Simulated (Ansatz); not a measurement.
Ansatz input file:

```yaml
crystal:
  lattice:
    - [16.2492207394, 0.0, 0.0]
    - [0.0, 2.7082034566, 0.0]
    - [0.0, 0.0, 19.6599561159]
  atoms:
    - { symbol: Rh, position: [0.0, 0.0, 0.0762972202] }
    - { symbol: Rh, position: [0.0833333333, 0.5, 0.1737027798] }
    - { symbol: Rh, position: [0.1666666667, 0.0, 0.0762972202] }
    - { symbol: Rh, position: [0.25, 0.5, 0.1737027798] }
    - { symbol: Rh, position: [0.3333333333, 0.0, 0.0762972202] }
    - { symbol: Rh, position: [0.4166666667, 0.5, 0.1737027798] }
    - { symbol: Rh, position: [0.5, 0.0, 0.0762972202] }
    - { symbol: Rh, position: [0.5833333333, 0.5, 0.1737027798] }
    - { symbol: Rh, position: [0.6666666667, 0.0, 0.0762972202] }
    - { symbol: Rh, position: [0.75, 0.5, 0.1737027798] }
    - { symbol: Rh, position: [0.8333333333, 0.0, 0.0762972202] }
    - { symbol: Rh, position: [0.9166666667, 0.5, 0.1737027798] }
    - { symbol: Rh, position: [0.0, 0.0, 0.2711083395] }
    - { symbol: Rh, position: [0.0833333333, 0.5, 0.3685138992] }
    - { symbol: Rh, position: [0.1666666667, 0.0, 0.2711083395] }
    - { symbol: Rh, position: [0.25, 0.5, 0.3685138992] }
    - { symbol: Rh, position: [0.3333333333, 0.0, 0.2711083395] }
    - { symbol: Rh, position: [0.4166666667, 0.5, 0.3685138992] }
    - { symbol: Rh, position: [0.5, 0.0, 0.2711083395] }
    - { symbol: Rh, position: [0.5833333333, 0.5, 0.3685138992] }
    - { symbol: Rh, position: [0.6666666667, 0.0, 0.2711083395] }
    - { symbol: Rh, position: [0.75, 0.5, 0.3685138992] }
    - { symbol: Rh, position: [0.8333333333, 0.0, 0.2711083395] }
    - { symbol: Rh, position: [0.9166666667, 0.5, 0.3685138992] }
    - { symbol: Rh, position: [0.0, 0.0, 0.4659194589] }
    - { symbol: Rh, position: [0.1666666667, 0.0, 0.4659194589] }
basis:
  ecutwfc: 420
kpoints:
  mp_grid: { grid: [2, 12, 1] }
hamiltonian:
  xc: pbe
scf:
  occupations: { method: gaussian, width: 0.1 }
output:
  forces: true
  eigenvalues: true
  populations: true
  write_density: true
  write_potential: true
  elf: true
  volumetric_format: npy
relax:
  adjacent_minimum: "off"
  f_tol: 0.02
  max_steps: 45
  constraints: [{ sites: [0, 1, 2, 3, 4, 5, 6, 7, 8, 9, 10, 11] }]
efield:
  axis: 3
  dipole_correction: true
  ramp_width: 0.04
```

Launched with
```bash
ansatz run input.yaml --threads 4 --pin off --max-ram 11264MiB --backend cpu --events-out ev --progress --plain --runs-dir out
```

These are results of DFT PBE, scalar-relativistic, plane waves, PAW (Ansatz 0.2.0), not measurements.

From the run's log, abridged (iterations and final results):

```
SCF iter   1: F=—  HF=-166461.062903 eV  |F-HF|=—  |Δ(HF+E_count)|=         —  Δρ=9.16e-3  dr2=5.70e0  ethr=1.77e-3  p=0.048 e·Å  D=1.01e-2 V/Å  ΔV_dip=-0.20 eV  dr2_dipole=1.60e0  V_vac-E_F(+/−)=4.61/4.81 eV  ⟨swp⟩=7.3  Hψ=15334  notcnv=0  defer=87
efield: sawtooth ramp at fractional position 0.7511 (placed from the atoms, in the widest stretch of the axis that holds none; the zero of the levels goes with the place), width 0.0400; the density the first Hamiltonian is built on has a dipole p = 0.048 e·Å; the dipole correction subtracts the counter field D = 1.01e-2 V/Å, which shifts the + side's vacuum level by -0.20 eV against the − side's; the planar-averaged density in the ramp window peaks in size at 1.0e-4 e/Å³
SCF iter   2: F=—  HF=-166461.010607 eV  |F-HF|=—  |Δ(HF+E_count)|=   5.23e-2  Δρ=4.20e-3  dr2=1.85e-1  ethr=1.29e-3  p=0.049 e·Å  D=1.03e-2 V/Å  ΔV_dip=-0.20 eV  dr2_dipole=1.52e-2  V_vac-E_F(+/−)=4.88/5.08 eV  ⟨swp⟩=1.4  Hψ=4301  notcnv=0  defer=217
SCF iter   3: F=—  HF=-166461.011132 eV  |F-HF|=—  |Δ(HF+E_count)|=   5.25e-4  Δρ=1.97e-3  dr2=4.53e-2  ethr=4.18e-5  p=0.043 e·Å  D=8.90e-3 V/Å  ΔV_dip=-0.17 eV  dr2_dipole=2.46e-3  V_vac-E_F(+/−)=4.85/5.02 eV  ⟨swp⟩=2.2  Hψ=5217  notcnv=0  defer=245
SCF iter   4: F=—  HF=-166461.006534 eV  |F-HF|=—  |Δ(HF+E_count)|=   4.60e-3  Δρ=3.65e-4  dr2=2.23e-3  ethr=1.02e-5  p=0.046 e·Å  D=9.57e-3 V/Å  ΔV_dip=-0.19 eV  dr2_dipole=1.20e-4  V_vac-E_F(+/−)=4.87/5.06 eV  ⟨swp⟩=2.0  Hψ=4976  notcnv=0  defer=245
SCF iter   5: F=—  HF=-166461.006565 eV  |F-HF|=—  |Δ(HF+E_count)|=   3.10e-5  Δρ=1.29e-4  dr2=5.32e-4  ethr=5.04e-7  p=0.046 e·Å  D=9.72e-3 V/Å  ΔV_dip=-0.19 eV  dr2_dipole=5.86e-7  V_vac-E_F(+/−)=4.87/5.06 eV  ⟨swp⟩=2.1  Hψ=5142  notcnv=0  defer=235
SCF iter   6: F=—  HF=-166461.006565 eV  |F-HF|=—  |Δ(HF+E_count)|=   4.48e-7  Δρ=4.62e-5  dr2=5.89e-5  ethr=1.20e-7  p=0.047 e·Å  D=9.85e-3 V/Å  ΔV_dip=-0.19 eV  dr2_dipole=6.88e-8  V_vac-E_F(+/−)=4.88/5.07 eV  ⟨swp⟩=2.0  Hψ=4284  notcnv=0  defer=229
SCF iter   7: F=-166461.006571 eV  HF=-166461.006572 eV  |F-HF|=7.42e-7  |Δ(HF+E_count)|=   6.59e-6  Δρ=1.90e-5  dr2=6.59e-6  ethr=2.26e-9  p=0.047 e·Å  D=9.93e-3 V/Å  ΔV_dip=-0.20 eV  dr2_dipole=9.09e-10  V_vac-E_F(+/−)=4.88/5.07 eV  ⟨swp⟩=22.5  Hψ=39154  notcnv=0
SCF iter   8: F=-166461.006576 eV  HF=-166461.006576 eV  |F-HF|=7.08e-8  |Δ(HF+E_count)|=   3.83e-6  Δρ=8.61e-6  dr2=7.26e-7  ethr=1.49e-9  p=0.048 e·Å  D=9.96e-3 V/Å  ΔV_dip=-0.20 eV  dr2_dipole=6.48e-8  V_vac-E_F(+/−)=4.88/5.07 eV  ⟨swp⟩=13.1  Hψ=31724  notcnv=0
SCF iter   9: F=-166461.006576 eV  HF=-166461.006576 eV  |F-HF|=9.73e-8  |Δ(HF+E_count)|=   4.35e-7  Δρ=2.93e-6  dr2=1.75e-7  ethr=1.64e-10  p=0.048 e·Å  D=9.96e-3 V/Å  ΔV_dip=-0.20 eV  dr2_dipole=4.13e-10  V_vac-E_F(+/−)=4.88/5.07 eV  ⟨swp⟩=10.6  Hψ=28421  notcnv=0
SCF 1 converged in 9 iterations: F = -166461.006576 eV  dr2 = 1.75e-7
relax step   1: F+E_penalty+E_count = -166461.00657619 eV  Δ(F+E_penalty+E_count) = +0.000e0 eV  max|allowed force component| = 9.603e-1 eV/Å  Δτ_max = 0.0000 Å  (9 SCF iters, dr2 threshold 1.00e-5 eV, accepted)
Initial density: handed on by an earlier stage of this run
Initial wavefunctions: those handed on with the density
SCF iter   1: F=—  HF=-166461.426374 eV  |F-HF|=—  |Δ(HF+E_count)|=         —  Δρ=1.64e-2  dr2=1.13e1  ethr=2.85e-3  p=0.048 e·Å  D=9.96e-3 V/Å  ΔV_dip=-0.20 eV  dr2_dipole=4.23e0  V_vac-E_F(+/−)=4.85/5.04 eV  ⟨swp⟩=1.0  Hψ=11795  notcnv=0  defer=307
efield: sawtooth ramp at fractional position 0.7511 (handed on by an earlier solve), width 0.0400; the density the first Hamiltonian is built on has a dipole p = 0.048 e·Å; the dipole correction subtracts the counter field D = 9.96e-3 V/Å, which shifts the + side's vacuum level by -0.20 eV against the − side's; the planar-averaged density in the ramp window peaks in size at 1.0e-5 e/Å³
SCF iter   2: F=—  HF=-166461.242271 eV  |F-HF|=—  |Δ(HF+E_count)|=   1.84e-1  Δρ=6.88e-3  dr2=3.01e-1  ethr=2.55e-3  p=0.032 e·Å  D=6.76e-3 V/Å  ΔV_dip=-0.13 eV  dr2_dipole=2.42e-2  V_vac-E_F(+/−)=4.95/5.08 eV  ⟨swp⟩=2.1  Hψ=3603  notcnv=0  defer=307
SCF iter   3: F=—  HF=-166461.225823 eV  |F-HF|=—  |Δ(HF+E_count)|=   1.64e-2  Δρ=3.38e-3  dr2=9.08e-2  ethr=6.81e-5  p=0.050 e·Å  D=1.04e-2 V/Å  ΔV_dip=-0.20 eV  dr2_dipole=2.88e-4  V_vac-E_F(+/−)=4.87/5.08 eV  ⟨swp⟩=3.0  Hψ=7980  notcnv=0  defer=325
SCF iter   4: F=—  HF=-166461.214650 eV  |F-HF|=—  |Δ(HF+E_count)|=   1.12e-2  Δρ=7.56e-4  dr2=9.94e-3  ethr=2.06e-5  p=0.039 e·Å  D=8.16e-3 V/Å  ΔV_dip=-0.16 eV  dr2_dipole=6.99e-8  V_vac-E_F(+/−)=4.92/5.08 eV  ⟨swp⟩=2.0  Hψ=6250  notcnv=0  defer=325
SCF iter   5: F=—  HF=-166461.216009 eV  |F-HF|=—  |Δ(HF+E_count)|=   1.36e-3  Δρ=3.97e-4  dr2=2.64e-3  ethr=2.25e-6  p=0.038 e·Å  D=7.84e-3 V/Å  ΔV_dip=-0.15 eV  dr2_dipole=5.79e-7  V_vac-E_F(+/−)=4.92/5.08 eV  ⟨swp⟩=2.0  Hψ=5379  notcnv=0  defer=328
SCF iter   6: F=—  HF=-166461.216281 eV  |F-HF|=—  |Δ(HF+E_count)|=   2.71e-4  Δρ=1.54e-4  dr2=5.03e-4  ethr=5.97e-7  p=0.036 e·Å  D=7.59e-3 V/Å  ΔV_dip=-0.15 eV  dr2_dipole=4.06e-5  V_vac-E_F(+/−)=4.93/5.08 eV  ⟨swp⟩=2.1  Hψ=5029  notcnv=0  defer=328
SCF iter   7: F=-166461.216281 eV  HF=-166461.216269 eV  |F-HF|=1.13e-5  |Δ(HF+E_count)|=   1.14e-5  Δρ=4.67e-5  dr2=2.99e-5  ethr=1.30e-8  p=0.036 e·Å  D=7.43e-3 V/Å  ΔV_dip=-0.15 eV  dr2_dipole=8.23e-8  V_vac-E_F(+/−)=4.93/5.08 eV  ⟨swp⟩=21.9  Hψ=39883  notcnv=0
WARN: efield: at this solve's end the planar-averaged density reaches 1.09e-5 e/Å³ inside the ramp window [0.7002, 0.8420] (bound 1e-5 e/Å³), and -6.12e-6 e/Å³ on another of its planes; the window's nearer edge stands 4.61 Å from this solve's nearest atom along the axis. Its work functions, free energy, forces, stress, dipole, levels and responses can be off, and this figure does not tell by how much. A short vacuum, a low `basis.ecutwfc` or `basis.ecutrho_ratio` and negative occupations (`scf.occupations.method`) can put density there. See the manual's quickstart, § The vacuum guard
SCF 2 converged in 7 iterations: F = -166461.216281 eV  dr2 = 2.99e-5
relax step   2: F+E_penalty+E_count = -166461.21628055 eV  Δ(F+E_penalty+E_count) = -2.097e-1 eV  max|allowed force component| = 5.826e-1 eV/Å  Δτ_max = 0.1978 Å  (7 SCF iters, dr2 threshold 5.76e-5 eV, accepted)
SCF iter   1: F=—  HF=-166461.249750 eV  |F-HF|=—  |Δ(HF+E_count)|=         —  Δρ=2.44e-3  dr2=1.88e-1  ethr=8.17e-4  p=0.036 e·Å  D=7.43e-3 V/Å  ΔV_dip=-0.15 eV  dr2_dipole=7.49e-2  V_vac-E_F(+/−)=4.94/5.08 eV  ⟨swp⟩=2.1  Hψ=5111  notcnv=0  defer=329
   ...
SCF iter   2: F=—  HF=-166461.249621 eV  |F-HF|=—  |Δ(HF+E_count)|=   4.22e-4  Δρ=3.48e-4  dr2=8.08e-4  ethr=3.48e-6  p=0.035 e·Å  D=7.25e-3 V/Å  ΔV_dip=-0.14 eV  dr2_dipole=5.28e-5  V_vac-E_F(+/−)=4.93/5.07 eV  ⟨swp⟩=1.9  Hψ=4685  notcnv=0  defer=320
SCF iter   3: F=—  HF=-166461.249640 eV  |F-HF|=—  |Δ(HF+E_count)|=   1.84e-5  Δρ=2.25e-4  dr2=4.75e-4  ethr=1.83e-7  p=0.036 e·Å  D=7.46e-3 V/Å  ΔV_dip=-0.15 eV  dr2_dipole=1.84e-5  V_vac-E_F(+/−)=4.93/5.07 eV  ⟨swp⟩=3.0  Hψ=7730  notcnv=0  defer=320
SCF iter   4: F=—  HF=-166461.249585 eV  |F-HF|=—  |Δ(HF+E_count)|=   5.45e-5  Δρ=3.39e-5  dr2=2.10e-5  ethr=1.07e-7  p=0.035 e·Å  D=7.33e-3 V/Å  ΔV_dip=-0.14 eV  dr2_dipole=1.50e-7  V_vac-E_F(+/−)=4.93/5.07 eV  ⟨swp⟩=2.0  Hψ=5436  notcnv=0  defer=320
SCF iter   5: F=—  HF=-166461.249359 eV  |F-HF|=—  |Δ(HF+E_count)|=   2.26e-4  Δρ=1.79e-5  dr2=4.48e-6  ethr=4.75e-9  p=0.035 e·Å  D=7.33e-3 V/Å  ΔV_dip=-0.14 eV  dr2_dipole=9.65e-8  V_vac-E_F(+/−)=4.93/5.07 eV  ⟨swp⟩=2.4  Hψ=5284  notcnv=0  defer=320
SCF iter   6: F=—  HF=-166461.249363 eV  |F-HF|=—  |Δ(HF+E_count)|=   3.55e-6  Δρ=8.90e-6  dr2=1.48e-6  ethr=1.01e-9  p=0.035 e·Å  D=7.32e-3 V/Å  ΔV_dip=-0.14 eV  dr2_dipole=3.68e-8  V_vac-E_F(+/−)=4.93/5.07 eV  ⟨swp⟩=2.0  Hψ=4924  notcnv=0  defer=320
SCF iter   7: F=-166461.249363 eV  HF=-166461.249363 eV  |F-HF|=2.98e-8  |Δ(HF+E_count)|=   8.13e-7  Δρ=2.36e-6  dr2=9.57e-8  ethr=2.26e-11  p=0.035 e·Å  D=7.31e-3 V/Å  ΔV_dip=-0.14 eV  dr2_dipole=2.12e-10  V_vac-E_F(+/−)=4.93/5.07 eV  ⟨swp⟩=16.4  Hψ=31960  notcnv=0
WARN: efield: at this solve's end the planar-averaged density reaches 1.07e-5 e/Å³ inside the ramp window [0.7002, 0.8420] (bound 1e-5 e/Å³), and -4.45e-6 e/Å³ on another of its planes; the window's nearer edge stands 4.61 Å from this solve's nearest atom along the axis. Its work functions, free energy, forces, stress, dipole, levels and responses can be off, and this figure does not tell by how much. A short vacuum, a low `basis.ecutwfc` or `basis.ecutrho_ratio` and negative occupations (`scf.occupations.method`) can put density there. See the manual's quickstart, § The vacuum guard
SCF 5 converged in 7 iterations: F = -166461.249363 eV  dr2 = 9.57e-8
relax step   5: F+E_penalty+E_count = -166461.24936335 eV  Δ(F+E_penalty+E_count) = -6.277e-4 eV  max|allowed force component| = 1.819e-2 eV/Å  Δτ_max = 0.0103 Å  (7 SCF iters, accepted)
WARN: The output density's exchange-correlation potential varies sharply where the density is thin. Do not read a vacuum level from v_tot or v_xc, or from such a field of the output density. On a cell that repeats whose density bears no net charge and no dipole along the vacuum's axis use v_es (v_loc + v_h of the components); under efield.dipole_correction with no amplitude use v_es + v_field, which holds any external_charges[].barrier, or the levels of the report's work_function block, which leave it out; under a non-zero efield.amplitude the vacuum is tilted and has no level; on a cell that repeats and bears such a dipole with no correction it is tilted too, and efield.dipole_correction wi ...
SCF converged after 7 iterations
Free energy (F): -166461.249363 eV
Harris-Foulkes:  -166461.249363 eV  (|F-HF|=2.98e-8)
Internal energy: -166460.992572 eV  (E = F + TS)
E sigma→0 (E₀):  -166461.120967 eV
Entropy (-TS):   -0.256792 eV (-9.877 meV/atom)
Fermi energy:    6.308885 eV
Dipole field:    D = 0.007318 V/Å  (p = 0.034989 e·Å, saw-weighted, corrected)
Work function:   Φ+ = 4.9298 eV   Φ− = 5.0737 eV
Levels:          The Fermi level and band energies are counted from a zero that moves with the ramp; work functions are not
Vacuum region:   at the solve's end the planar-averaged density reaches 1.07e-5 e/Å³ inside the ramp window [0.7002, 0.8420] (bound 1e-5 e/Å³), and -4.45e-6 e/Å³ on another of its planes
--- Per-component energies (eV) ---
  E_band       = -9152.174793
  E_kinetic    = 14873.693780
  E_local      = -487423.711746  (includes V_loc(G=0)·N_el)
  E_nonlocal   = 9247.954227
  E_hartree    = 234208.831967
  E_xc         = -5742.371401
  E_vxc        = -7205.102087  (∫ρ·V_xc dr)
  E_paw        = -93269.777606  (= ΣΔE_a)
  E_vpaw       = -7064.626027  (= ΣTr[D̂ρ^β])
  E_aug_tail   = 0.022407  (compensation charges beyond the density's cutoff)
  E_efield     = 0.000128  (sawtooth field / dipole correction)
  E_vefield    = 1.978380  (∫n·V_field dr)
  E_ewald      = 161644.365674
  E_smearing   = -0.256792  (= −TS)
--- Forces (eV/Å), atoms counted from 1 ---
  atom   1  Rh     0.00847504     0.00000000     0.53848296
  atom   2  Rh     0.00000000     0.00000000    -0.33145250
  atom   3  Rh    -0.00847504     0.00000000     0.53848296
  atom   4  Rh     0.12334188     0.00000000    -0.56217972
  atom   5  Rh    -0.00946952     0.00000000     0.54785584
  atom   6  Rh     0.13407528     0.00000000    -0.62688828
  atom   7  Rh    -0.04011237     0.00000000     0.50282828
  atom   8  Rh     0.00000000     0.00000000    -0.47761656
  atom   9  Rh     0.04011237     0.00000000     0.50282828
  atom  10  Rh    -0.13407528     0.00000000    -0.62688828
  atom  11  Rh     0.00946952     0.00000000     0.54785584
  atom  12  Rh    -0.12334188     0.00000000    -0.56217972
  atom  13  Rh     0.00397860     0.00000000    -0.01561905
  atom  14  Rh     0.00000000     0.00000000     0.01818569
  atom  15  Rh    -0.00397860     0.00000000    -0.01561905
  atom  16  Rh    -0.00394307     0.00000000     0.00484198
  atom  17  Rh    -0.00254887     0.00000000     0.00416069
  atom  18  Rh     0.00403805     0.00000000    -0.00347077
  atom  19  Rh    -0.00274310     0.00000000    -0.00065643
  atom  20  Rh     0.00000000     0.00000000     0.00403024
  atom  21  Rh     0.00274310     0.00000000    -0.00065643
  atom  22  Rh    -0.00403805     0.00000000    -0.00347077
  atom  23  Rh     0.00254887     0.00000000     0.00416069
  atom  24  Rh     0.00394307     0.00000000     0.00484198
  atom  25  Rh     0.00393156     0.00000000     0.00397104
  atom  26  Rh    -0.00393156     0.00000000     0.00397104
--- Band table (eV; the first three rows and the last of 14) ---
  k-point 0: bands = ["-72.5403", "-72.5228", "-72.5181", "-72.4951", "-72.4782", "-72.4728", "-72.4372", "-72.4297", "-72.4201", "-72.4131", "-72.4124", "-72.4015", "-72.3971", "-72.1677", "-72.1675", "-71.8922", "-71.8899", "-71.8385", "-71.8145", "-71.8099", "-71.7965", "-71.7954", "-71.7856", "-71.7798", "-71.7687", "-71.7550", "-40.6584", "-40.6170", "-40.6102", "-40.5731", "-40.5681", "-40.5584", "-40.5559", "-40.5433", "-40.5378", "-40.4479", "-40.4424", "-40.3724", "-40.3695", "-40.3377", "-40.3148", "-40.2904", "-40.2836", "-40.2768", "-40.2631", "-40.2481", "-40.2475", "-40.2388", "-40.2366", "-40.2199", "-40.2132", "-40.2007", "-40.1884", "-40.1825", "-40.1771", "-40.1748", "-40.1 ...
  k-point 1: bands = ["-72.5373", "-72.5192", "-72.5154", "-72.4926", "-72.4752", "-72.4701", "-72.4347", "-72.4281", "-72.4183", "-72.4115", "-72.4107", "-72.3995", "-72.3950", "-72.1654", "-72.1652", "-71.8900", "-71.8877", "-71.8363", "-71.8124", "-71.8077", "-71.7943", "-71.7932", "-71.7834", "-71.7776", "-71.7665", "-71.7528", "-40.6510", "-40.6087", "-40.6036", "-40.5653", "-40.5622", "-40.5501", "-40.5493", "-40.5368", "-40.5308", "-40.4469", "-40.4431", "-40.3700", "-40.3691", "-40.3402", "-40.3298", "-40.3039", "-40.2917", "-40.2885", "-40.2882", "-40.2732", "-40.2594", "-40.2489", "-40.2440", "-40.2204", "-40.2144", "-40.1988", "-40.1983", "-40.1875", "-40.1810", "-40.1787", "-40.1 ...
  k-point 2: bands = ["-72.5291", "-72.5094", "-72.5082", "-72.4856", "-72.4668", "-72.4624", "-72.4279", "-72.4239", "-72.4135", "-72.4073", "-72.4062", "-72.3940", "-72.3891", "-72.1591", "-72.1589", "-71.8840", "-71.8817", "-71.8302", "-71.8067", "-71.8017", "-71.7882", "-71.7873", "-71.7773", "-71.7714", "-71.7603", "-71.7466", "-40.6321", "-40.5866", "-40.5861", "-40.5478", "-40.5445", "-40.5321", "-40.5278", "-40.5204", "-40.5119", "-40.4562", "-40.4474", "-40.3870", "-40.3791", "-40.3759", "-40.3685", "-40.3610", "-40.3322", "-40.3267", "-40.3159", "-40.3010", "-40.2892", "-40.2680", "-40.2489", "-40.2395", "-40.2213", "-40.2183", "-40.2128", "-40.2019", "-40.1941", "-40.1930", "-40.1 ...
  k-point 13: bands = ["-72.4951", "-72.4786", "-72.4672", "-72.4530", "-72.4315", "-72.4295", "-72.4107", "-72.3974", "-72.3973", "-72.3929", "-72.3877", "-72.3717", "-72.3651", "-72.1334", "-72.1331", "-71.8596", "-71.8570", "-71.8051", "-71.7835", "-71.7769", "-71.7637", "-71.7628", "-71.7493", "-71.7492", "-71.7346", "-71.7212", "-40.7056", "-40.6513", "-40.6301", "-40.6170", "-40.6017", "-40.5979", "-40.5965", "-40.5855", "-40.5837", "-40.5702", "-40.5625", "-40.5542", "-40.5448", "-40.4231", "-40.4160", "-40.4092", "-40.4079", "-40.3868", "-40.3797", "-40.3761", "-40.3526", "-40.3332", "-40.3262", "-40.3131", "-40.3066", "-40.3039", "-40.2845", "-40.2833", "-40.2790", "-40.2757", "-40. ...
--- Relaxed structure (5 steps of the walk, 5 accepted, 0 SCFs on fresh bases) ---
  F+E_penalty+E_count = -166461.24936335 eV   max|allowed force component| = 1.819e-2 eV/Å
  atoms:
    - { symbol: Rh, position: [0.0, 0.0, 0.07629722] }
    - { symbol: Rh, position: [0.08333333, 0.49999999, 0.17370277] }
    - { symbol: Rh, position: [0.16666666, 0.0, 0.07629722] }
    - { symbol: Rh, position: [0.24999999, 0.49999999, 0.17370277] }
    - { symbol: Rh, position: [0.33333333, 0.0, 0.07629722] }
    - { symbol: Rh, position: [0.41666666, 0.49999999, 0.17370277] }
    - { symbol: Rh, position: [0.49999999, 0.0, 0.07629722] }
    - { symbol: Rh, position: [0.58333333, 0.49999999, 0.17370277] }
    - { symbol: Rh, position: [0.66666666, 0.0, 0.07629722] }
    - { symbol: Rh, position: [0.74999999, 0.49999999, 0.17370277] }
    - { symbol: Rh, position: [0.83333333, 0.0, 0.07629722] }
    - { symbol: Rh, position: [0.91666666, 0.49999999, 0.17370277] }
    - { symbol: Rh, position: [-0.00048793, 0.0, 0.27071314] }
    - { symbol: Rh, position: [0.08333333, 0.49999999, 0.36522543] }
    - { symbol: Rh, position: [0.16715459, 0.0, 0.27071314] }
    - { symbol: Rh, position: [0.25375146, 0.49999999, 0.36997470] }
    - { symbol: Rh, position: [0.33292696, 0.0, 0.27093156] }
    - { symbol: Rh, position: [0.41611852, 0.49999999, 0.36479959] }
    - { symbol: Rh, position: [0.49993993, 0.0, 0.27139197] }
    - { symbol: Rh, position: [0.58333333, 0.49999999, 0.36492909] }
    - { symbol: Rh, position: [0.66672672, 0.0, 0.27139197] }
    - { symbol: Rh, position: [0.75054813, 0.49999999, 0.36479959] }
    - { symbol: Rh, position: [0.83373970, 0.0, 0.27093156] }
    - { symbol: Rh, position: [0.91291520, 0.49999999, 0.36997470] }
    - { symbol: Rh, position: [0.00125796, 0.0, 0.45713235] }
    - { symbol: Rh, position: [0.16540869, 0.0, 0.45713235] }
--- Löwdin populations: 26 sites ---
  site symbol q [e]
     0     Rh     16.9431
     1     Rh     16.8549
     2     Rh     16.9431
     3     Rh     16.8780
     4     Rh     16.9400
     5     Rh     16.8788
     6     Rh     16.9348
     7     Rh     16.8786
     8     Rh     16.9348
     9     Rh     16.8788
    10     Rh     16.9400
    11     Rh     16.8780
    12     Rh     16.8822
    13     Rh     16.8733
    14     Rh     16.8822
    15     Rh     16.9170
    16     Rh     16.8923
    17     Rh     16.9197
    18     Rh     16.8678
    19     Rh     16.9431
    20     Rh     16.8678
    21     Rh     16.9197
    22     Rh     16.8923
    23     Rh     16.9170
    24     Rh     16.9347
    25     Rh     16.9347
  spilling = 0.005596 (of n_electrons = 442.000000)
```

The relaxation met its thresholds.

The run took 9 min on 4 threads of Intel(R) Xeon(R) Platinum 8488C (Sapphire Rapids), on a shared host, peak memory 5.2 GiB.